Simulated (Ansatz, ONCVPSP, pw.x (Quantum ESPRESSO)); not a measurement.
**germanium (Ge) (fcc): variants of one ONCV potential in the solid**

ONCVPSP 4.0.1.1 (patched build) input, shortened (lines: element, Z, core and valence counts, functional; n l f; lmax; l rc ep ncon nbas qcut; lloc lpopt rc5 dvloc0; l nproj debl; icmod fcfact rcfact), PBE, scalar-relativistic:

```
  Ge 32.00    6    2        4      upf
    1    0    2.00
    2    0    2.00
    2    1    6.00
    3    0    2.00
    3    1    6.00
    3    2   10.00
    4    0    2.00
    4    1    2.00
    2
    0    1.70    0.00    4    7    4.30
    1    2.10    0.00    4    9    4.30
    2    1.85    0.08    4    8    5.70
    4    3    1.40    1.00
    0    2    3.70
    1    2    0.60
    2    2    2.70
    3    4.25    1.55
```

Crystal test: fcc Ge in pw.x 7.5, no spin, 13³ k-points, Fermi–Dirac smearing 0.01 Ry, cutoffs set for each file from its atomic test. The reference is all-electron LAPW (Ansatz 0.2.0) with the same functional, mesh and smearing; V0 and B0 come from Birch–Murnaghan fits to the pressures at five volumes. Errors are pseudo minus all-electron; Δ is the rms difference of the E(V) curves that follow from these fits, minima aligned, over ±6 % about the mean V0. Mesh and smearing are coarse, so the numbers serve the comparison and aren't converged zero-temperature values; the lattice is a test structure that the element need not adopt.

All-electron: a0 = 4.278 Å (V0 = 19.58 Å³/atom), B0 = 60.8 GPa.

Base: This is a poor potential for the solid. The generator flags a localised state at positive energy (d at 8 eV).

```csv
change,cutoffs (Ry),pw.x,a0 (Å),a0 error (%),B0 error (%),Δ (meV/atom),mean pressure error (GPa)
base,50/200,converged,4.235,-1.02,+2.1,8.0,-1.81
"core correction Teter function, fcfact 1.3, rcfact 1.55",50/200,converged,4.250,-0.65,+3.3,5.1,-1.19
"core correction Teter function, fcfact 2.8, rcfact 1.55",50/200,converged,4.239,-0.92,+2.9,7.2,-1.65
"core correction Teter function, fcfact 4.8, rcfact 1.55",50/200,converged,4.234,-1.03,+1.7,8.1,-1.81
"core correction Teter function, fcfact 5.8, rcfact 1.55",50/200,converged,4.235,-1.00,+0.9,7.8,-1.75
```

Give the row for: core correction Teter function, fcfact 7.3, rcfact 1.55.

pw.x: converged; mean pressure error (GPa): -1.54; a0 (Å): 4.240; a0 error (%): -0.89; B0 error (%): -0.6; Δ (meV/atom): 6.9.
